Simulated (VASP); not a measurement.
Runs of VASP 6.6.1 on GaN. All rows change the cell; the cell of one of them follows. The structure is orthorhombic, space group Immm (No. 71). The conventional cell has a = 2.989 Å, b = 3.050 Å, c = 4.270 Å, α = 90.00°, β = 90.00°, γ = 90.00°. Ga (site symmetry mmm) is surrounded by 6 N at 2.14 Å. N (site symmetry mmm) has 6 Ga at 2.14 Å as nearest neighbours. The cell comes from a database or a generator and needn't be the stable form of this composition.

```csv
cell,further INCAR settings,gap on the mesh (eV),pressure (GPa)
"strain -0.0200 x Voigt [0, 0, 0, 0, 1, 0], atoms carried along",ALGO = Fast; EDIFF = 1e-07; NBANDS = 16,(a),-12.6
"strain +0.0050 x Voigt [0, 0, 0, 0, 1, 0], atoms carried along",ALGO = Fast; EDIFF = 1e-06; NBANDS = 16,0.20,-12.6
"strain +0.0150 x Voigt [0, 0, 0, 0, 1, 0], atoms carried along",ALGO = Fast; EDIFF = 1e-06; NBANDS = 16,0.15,-12.6
"strain +0.0125 x Voigt [0, 0, 0, 0, 1, 0], atoms carried along",ALGO = Fast; EDIFF = 1e-07; NBANDS = 16,0.16,-12.6
```

Alike in all rows: task single point; level LDA; potentials or basis VASP PAW LDA potentials, release 64 (Ga_d, N); no spin polarisation; k mesh 14 × 14 × 14; cutoff (eV) 520; smearing gaussian 0.03 eV.

Question: Fill in the values left out.

Answer: (a) 0.12.

A k mesh can miss the band edges, and the runs leave out spin-orbit coupling on Ga.
